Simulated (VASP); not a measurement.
# GaAs: cell size and functional, part 2 of 2

Which functional gives which lattice for GaAs? The starting structure is a measured crystal structure from the Crystallography Open Database. The first relaxation on each setting starts from this cell expanded by 3 % in volume.

VASP 6.6.1.

Results so far: PBEsol 22.66 Å³ an atom; LDA 22.06 Å³ an atom; PBE 23.73 Å³ an atom; PBEsol + D3(BJ) 22.02 Å³ an atom.

## Step 6: Relaxation with r2SCAN

Level of this step: r2SCAN; plane waves and PAW (As, Ga_d) (VASP).

r2SCAN adds the kinetic-energy density, costs more than a GGA and is run with LASPH. This run starts from the cell of an earlier relaxation, which isn't shown; the restart sets up the plane waves anew.

Contents of INCAR:

```
SYSTEM = GaAs
PREC = Accurate
ENCUT = 450
EDIFF = 1E-06
NELM = 100
ISMEAR = 0
SIGMA = 0.03
LREAL = .FALSE.
ALGO = Normal
METAGGA = R2SCAN
LASPH = .TRUE.
NBANDS = 15
LORBIT = 11
LWAVE = .FALSE.
LCHARG = .FALSE.
KPAR = 8
IBRION = 2
NSW = 50
ISIF = 3
EDIFFG = -0.006
```

Contents of POSCAR:

```
GaAs
1.0
    0.0000000000      2.8333459188      2.8333459188
    2.8333459188      0.0000000000      2.8333459188
    2.8333459188      2.8333459188      0.0000000000
As Ga
1 1
Direct
    0.7500000000      0.7500000000      0.7500000000
    0.0000000000      0.0000000000      0.0000000000
```

Contents of KPOINTS:

```
Automatic mesh
0
Gamma
6 6 6
0 0 0
```

Potentials, in the order of the species: As and Ga_d (PBE family, release 64).

Command:

```console
> mpirun -np 8 vasp_std
```

The log of the run:

```text
[banner, memory and clock lines left out]
running    8 mpi-ranks, on    1 nodes
[...]
[... a notice as in an earlier step ...]

 [... a notice as in an earlier step ...]

 LDA part: xc-table for (None), standard interpolation
 POSCAR, INCAR and KPOINTS ok, starting setup
[...]
entering main loop
       N       E                     dE             d eps       ncg     rms          rms(c)
DAV:   1     0.614339154112E+02    0.61434E+02   -0.87291E+03   488   0.154E+03
DAV:   2    -0.227640929524E+02   -0.84198E+02   -0.80681E+02   585   0.312E+02
DAV:   3    -0.290203986626E+02   -0.62563E+01   -0.62396E+01   564   0.691E+01
DAV:   4    -0.291173100115E+02   -0.96911E-01   -0.96904E-01   621   0.979E+00
[...]
DAV:  10    -0.270355450194E+02   -0.10736E-04   -0.12488E-04   599   0.810E-02    0.229E-02
DAV:  11    -0.270355416868E+02    0.33326E-05   -0.16162E-05   571   0.291E-02    0.221E-03
DAV:  12    -0.270355411149E+02    0.57189E-06   -0.49214E-07   499   0.104E-02
   1 F= -.27035541E+02 E0= -.27035541E+02  d E =-.270355E+02
[...]
reached required accuracy - stopping structural energy minimisation
```

The job ended after 8.4 s (8 MPI ranks of Intel Xeon Platinum 8488C (Sapphire Rapids), shared host; peak memory 1.2 GiB; 62 s of CPU time).

From OUTCAR (step 6):

```text
  Total        0.0067371      0.0067371      0.0067371      0.0000000     -0.0000000      0.0000000
  in kB        0.2372766      0.2372766      0.2372766      0.0000000     -0.0000000      0.0000000
  external PRESSURE =       0.2372766 kB  Pullay stress =       0.0000000 kB

 POSITION                                       TOTAL-FORCE (eV/Angst)
 -----------------------------------------------------------------------------------
      4.25002      4.25002      4.25002         0.000000      0.000000      0.000000
      0.00000      0.00000      0.00000        -0.000000     -0.000000     -0.000000
 -----------------------------------------------------------------------------------
    total drift:                                0.000013      0.000013      0.000014

  FREE ENERGIE OF THE ION-ELECTRON SYSTEM (eV)
  ---------------------------------------------------
  free  energy   TOTEN  =       -27.0355411149 eV

  energy  without entropy=      -27.0355411149  energy(sigma->0) =      -27.03554111

[... 2 parts as in an earlier step ...]

[... 2 further parts left out ...]
[key lines of the parts left out:]
E-fermi :   3.8165
```

With r2SCAN the relaxed cell holds 22.746 Å³ an atom, +0.69 % against the measured cell, with a = 5.667 Å. That is +0.37 % from PBEsol. Pressures at 0.985 and 1.015 times this volume, from two more relaxations that aren't shown, give a bulk modulus of 74.2 GPa.

## Step 7: Relaxation with r2SCAN + rVV10

rVV10 adds a nonlocal correlation energy for dispersion. This run starts from the cell of an earlier relaxation, which isn't shown; the restart sets up the plane waves anew.

Changes to INCAR since step 6:

```diff
@@ -10,2 +10,6 @@
 METAGGA = R2SCAN
+LUSE_VDW = .TRUE.
+IVDW_NL = 2
+BPARAM = 11.95
+CPARAM = 0.0093
 LASPH = .TRUE.
```

Contents of POSCAR:

```
GaAs
1.0
    0.0000000000      2.8245425014      2.8245425014
    2.8245425014      0.0000000000      2.8245425014
    2.8245425014      2.8245425014      0.0000000000
As Ga
1 1
Direct
    0.7500000000      0.7500000000      0.7500000000
    0.0000000000      0.0000000000      0.0000000000
```

KPOINTS is that of step 6.

Command:

```console
> mpirun -np 8 vasp_std
```

The log of the run:

```text
[banner, memory and clock lines left out]
running    8 mpi-ranks, on    1 nodes
[...]
[... a notice as in an earlier step ...]

|                                                                             |
|               ----> ADVICE to this user running VASP <----                  |
|                                                                             |
|     You have switched on vdW-DFT.                                           |
|     This routine was written and supplied by Jiri Klimes. We recommend      |
|     that you carefully read and cite the following publications:            |
|       J. Klimes, D.R. Bowler, A. Michelides                                 |
|          J. Phys.: Cond Matt. 22 022201 (2010)                              |
|       J. Klimes, D.R. Bowler, A. Michelides                                 |
|          Phys. Rev. B. 83, 195131 (2011)                                    |
|     and references therein.                                                 |
[...]
Total rVV10 correction in eV:      0.5503815    21.2593008
Total rVV10 correction in eV:      0.5503815    21.2593008
Total rVV10 correction in eV:      0.5503815    21.2593008
DAV:  12    -0.264833903186E+02    0.84018E-06   -0.38830E-07   457   0.962E-03
Total rVV10 correction in eV:      0.5503774    21.2593008
Total rVV10 correction in eV:      0.5503774    21.2593008
Total rVV10 correction in eV:      0.5503774    21.2593008
Total rVV10 correction in eV:      0.5503774    21.2593008
Total rVV10 correction in eV:      0.5503774    21.2593008
Total rVV10 correction in eV:      0.5503774    21.2593008
Total rVV10 correction in eV:      0.5503774    21.2593008
Total rVV10 correction in eV:      0.5503774    21.2593008
Total rVV10 correction in eV:      0.5503807    21.2593008
Total rVV10 correction in eV:      0.5503807    21.2593008
Total rVV10 correction in eV:      0.5503807    21.2593008
Total rVV10 correction in eV:      0.5503807    21.2593008
Total rVV10 correction in eV:      0.5503807    21.2593008
Total rVV10 correction in eV:      0.5503807    21.2593008
Total rVV10 correction in eV:      0.5503807    21.2593008
Total rVV10 correction in eV:      0.5503807    21.2593008
   1 F= -.26483390E+02 E0= -.26483390E+02  d E =-.264834E+02
[...]
reached required accuracy - stopping structural energy minimisation
```

Wall time 28 s (8 MPI ranks); peak memory 2 GiB.

From OUTCAR (step 7):

```text
  Total        0.0034460      0.0034460      0.0034460      0.0000000      0.0000000     -0.0000000
  in kB        0.1225035      0.1225035      0.1225035      0.0000000      0.0000000     -0.0000000
  external PRESSURE =       0.1225035 kB  Pullay stress =       0.0000000 kB

 POSITION                                       TOTAL-FORCE (eV/Angst)
 -----------------------------------------------------------------------------------
      4.23681      4.23681      4.23681        -0.000000     -0.000000     -0.000000
      0.00000      0.00000      0.00000         0.000000      0.000000      0.000000
 -----------------------------------------------------------------------------------
    total drift:                                0.000012      0.000012      0.000012

  FREE ENERGIE OF THE ION-ELECTRON SYSTEM (eV)
  ---------------------------------------------------
  free  energy   TOTEN  =       -26.4833903186 eV

  energy  without entropy=      -26.4833903186  energy(sigma->0) =      -26.48339032

[... 2 parts as in an earlier step ...]

[... 2 further parts left out ...]
[key lines of the parts left out:]
E-fermi :   3.9011
```

With r2SCAN + rVV10 the relaxed cell holds 22.534 Å³ an atom, -0.24 % against the measured cell, with a = 5.649 Å. That is -0.56 % from PBEsol. Pressures at 0.985 and 1.015 times this volume, from two more relaxations that aren't shown, give a bulk modulus of 76.4 GPa.

## Step 8: Relaxation with vdW-DF-cx

vdW-DF-cx takes its exchange from the same plasmon model as its correlation. This run starts from the cell of an earlier relaxation, which isn't shown; the restart sets up the plane waves anew.

Changes to INCAR since step 7:

```diff
@@ -9,7 +9,5 @@
 ALGO = Normal
-METAGGA = R2SCAN
+GGA = CX
+AGGAC = 0
 LUSE_VDW = .TRUE.
-IVDW_NL = 2
-BPARAM = 11.95
-CPARAM = 0.0093
 LASPH = .TRUE.
```

Contents of POSCAR:

```
GaAs
1.0
    0.0000000000      2.8384372890      2.8384372890
    2.8384372890      0.0000000000      2.8384372890
    2.8384372890      2.8384372890      0.0000000000
As Ga
1 1
Direct
    0.7500000000      0.7500000000      0.7500000000
    0.0000000000      0.0000000000      0.0000000000
```

KPOINTS is that of step 7.

Command:

```console
> mpirun -np 8 vasp_std
```

The log of the run:

```text
[banner, memory and clock lines left out]
running    8 mpi-ranks, on    1 nodes
[...]
[... a notice as in an earlier step ...]

 [... a notice as in an earlier step ...]

 [... a notice as in an earlier step ...]

 LDA part: xc-table for (Slater+PW92), standard interpolation
 POSCAR, INCAR and KPOINTS ok, starting setup
[...]
entering main loop
       N       E                     dE             d eps       ncg     rms          rms(c)
DAV:   1     0.819941299207E+02    0.81994E+02   -0.84920E+03   496   0.146E+03
DAV:   2     0.216647586025E+01   -0.79828E+02   -0.76615E+02   550   0.299E+02
DAV:   3    -0.364242483797E+01   -0.58089E+01   -0.57865E+01   599   0.657E+01
DAV:   4    -0.372936239363E+01   -0.86938E-01   -0.86927E-01   585   0.910E+00
[...]
DAV:  10    -0.355610457289E+01   -0.59065E-04   -0.61517E-05   601   0.759E-02    0.269E-02
DAV:  11    -0.355614421367E+01   -0.39641E-04   -0.52410E-05   543   0.616E-02    0.254E-03
DAV:  12    -0.355614454694E+01   -0.33327E-06   -0.12313E-06   522   0.156E-02
   1 F= -.35561445E+01 E0= -.35561445E+01  d E =-.355614E+01
[...]
reached required accuracy - stopping structural energy minimisation
```

Elapsed: 23 s, on 8 MPI ranks; peak memory 2.5 GiB; 3 min of CPU time.

From OUTCAR (step 8):

```text
  Total        0.0025911      0.0025911      0.0025911      0.0000000      0.0000000     -0.0000000
  in kB        0.0907677      0.0907677      0.0907677      0.0000000      0.0000000     -0.0000000
  external PRESSURE =       0.0907677 kB  Pullay stress =       0.0000000 kB

 POSITION                                       TOTAL-FORCE (eV/Angst)
 -----------------------------------------------------------------------------------
      4.25766      4.25766      4.25766        -0.000000      0.000000      0.000000
      0.00000      0.00000      0.00000         0.000000     -0.000000     -0.000000
 -----------------------------------------------------------------------------------
    total drift:                               -0.000001     -0.000001     -0.000001

  FREE ENERGIE OF THE ION-ELECTRON SYSTEM (eV)
  ---------------------------------------------------
  free  energy   TOTEN  =        -3.5561445469 eV

  energy  without entropy=       -3.5561445469  energy(sigma->0) =       -3.55614455

[... 2 parts as in an earlier step ...]

[... 2 further parts left out ...]
[key lines of the parts left out:]
E-fermi :   3.8647
```

With vdW-DF-cx the relaxed cell holds 22.869 Å³ an atom, +1.23 % against the measured cell, with a = 5.677 Å. That is +0.91 % from PBEsol. Pressures at 0.985 and 1.015 times this volume, from two more relaxations that aren't shown, give a bulk modulus of 68.5 GPa.

## Step 9: Relaxation with RPBE

RPBE by itself binds more weakly than PBE and expands cells. This run starts from the cell of an earlier relaxation, which isn't shown; the restart sets up the plane waves anew.

Changes to INCAR since step 8:

```diff
@@ -9,6 +9,3 @@
 ALGO = Normal
-GGA = CX
-AGGAC = 0
-LUSE_VDW = .TRUE.
-LASPH = .TRUE.
+GGA = RP
 NBANDS = 15
```

Contents of POSCAR:

```
GaAs
1.0
    0.0000000000      2.9028012928      2.9028012928
    2.9028012928      0.0000000000      2.9028012928
    2.9028012928      2.9028012928      0.0000000000
As Ga
1 1
Direct
    0.7500000000      0.7500000000      0.7500000000
    0.0000000000      0.0000000000      0.0000000000
```

KPOINTS is that of step 8.

Command:

```console
> mpirun -np 8 vasp_std
```

The log of the run:

```text
[... set-up lines as in an earlier step ...]
 entering main loop
       N       E                     dE             d eps       ncg     rms          rms(c)
DAV:   1     0.822309964193E+02    0.82231E+02   -0.84561E+03   480   0.145E+03
DAV:   2    -0.125937916988E+01   -0.83490E+02   -0.80590E+02   529   0.304E+02
DAV:   3    -0.758596492499E+01   -0.63266E+01   -0.63036E+01   592   0.677E+01
DAV:   4    -0.768632230444E+01   -0.10036E+00   -0.10034E+00   586   0.952E+00
[...]
DAV:  12    -0.757320191919E+01   -0.11985E-05   -0.56662E-06   656   0.250E-02    0.297E-03
DAV:  13    -0.757320390768E+01   -0.19885E-05   -0.37570E-06   522   0.117E-02    0.121E-03
DAV:  14    -0.757320391925E+01   -0.11577E-07   -0.91277E-08   478   0.254E-03
   1 F= -.75732039E+01 E0= -.75731484E+01  d E =-.757320E+01
[...]
reached required accuracy - stopping structural energy minimisation
```

The job ended after 3 s (8 MPI ranks; peak memory 1.2 GiB; 18 s of CPU time).

OUTCAR, selected parts (step 9):

```text
  Total       -0.0044871     -0.0044871     -0.0044871     -0.0000000      0.0000000      0.0000000
  in kB       -0.1469573     -0.1469573     -0.1469573     -0.0000000      0.0000000      0.0000000
  external PRESSURE =      -0.1469573 kB  Pullay stress =       0.0000000 kB

 POSITION                                       TOTAL-FORCE (eV/Angst)
 -----------------------------------------------------------------------------------
      4.35420      4.35420      4.35420        -0.000000     -0.000000     -0.000000
      0.00000      0.00000      0.00000         0.000000      0.000000      0.000000
 -----------------------------------------------------------------------------------
    total drift:                               -0.000003     -0.000003     -0.000003

  FREE ENERGIE OF THE ION-ELECTRON SYSTEM (eV)
  ---------------------------------------------------
  free  energy   TOTEN  =        -7.5732039193 eV

  energy  without entropy=       -7.5730929466  energy(sigma->0) =       -7.57314843

[... 2 parts as in an earlier step ...]

[... 2 further parts left out ...]
[key lines of the parts left out:]
E-fermi :   3.3676
```

With RPBE the relaxed cell holds 24.460 Å³ an atom, +8.28 % against the measured cell, with a = 5.806 Å. That is +7.93 % from PBEsol. Pressures at 0.985 and 1.015 times this volume, from two more relaxations that aren't shown, give a bulk modulus of 48.8 GPa.

## Step 10: Comparison

```tsv
level	volume (Å³/atom)	against the measured cell (%)	a (Å)	bulk modulus (GPa)	pressure left (GPa)	core minutes
PBEsol	22.662	0.32	5.6597	70.3	0.02	1.44
LDA	22.06	-2.34	5.6092	75.0	-0.04	0.853
PBE	23.726	5.03	5.7469	59.8	-0.01	1.09
PBEsol + D3(BJ)	22.021	-2.52	5.6059	75.5	-0.03	1.12
r2SCAN	22.746	0.69	5.6667	74.2	0.02	4.32
r2SCAN + rVV10	22.534	-0.24	5.6491	76.4	0.01	15.3
vdW-DF-cx	22.869	1.23	5.6769	68.5	0.01	14.1
RPBE	24.46	8.28	5.8056	48.8	-0.01	1.15
```

Core minutes are wall time times ranks, summed over the relaxations behind a row (those for a bulk modulus apart), on shared hosts.

## Step 11: What came out

| Item | Value |
| --- | --- |
| volume, PBEsol | 22.66 Å³/atom |
| volume, LDA | 22.06 Å³/atom |
| volume, PBE | 23.73 Å³/atom |
| volume, PBEsol + D3(BJ) | 22.02 Å³/atom |
| volume, r2SCAN | 22.75 Å³/atom |
| volume, r2SCAN + rVV10 | 22.53 Å³/atom |
| volume, vdW-DF-cx | 22.87 Å³/atom |
| volume, RPBE | 24.46 Å³/atom |

What this shows: Across 8 levels the volume of GaAs spans 11.1 %, from 22.02 Å³ an atom (PBEsol + D3(BJ)) to 24.46 Å³ (RPBE). Against the measured volume of the starting structure, r2SCAN + rVV10 comes nearest (-0.2 %) and RPBE lies farthest (+8.3 %). The measured cell holds zero-point expansion and, unless it was taken cold, thermal expansion, which the runs lack, so small differences decide nothing. Adding D3(BJ) to PBEsol changes the volume by -2.8 %. Adding rVV10 to r2SCAN changes the volume by -0.9 %. The bulk modulus goes from 48.8 GPa (RPBE) to 76.4 GPa (r2SCAN + rVV10). LASPH is on in some of these runs and off in others, which adds a little to the differences. All runs keep the symmetry of the start, so they can't find a distortion of lower symmetry. Further runs on this material are not shown.

[Lines on the potential files, build, host, timing and source positions are cut from VASP's logs without a mark.]

[Logs are printed without paths, hosts, clocks, repeated set-up lines and the standing remarks that a program may print on its own settings, such as how far it seeks lower states.]

[Hosts, paths, dates, database ids (printed as entryN), source tags and the programs' standing remarks are cut or masked in the printed files.]
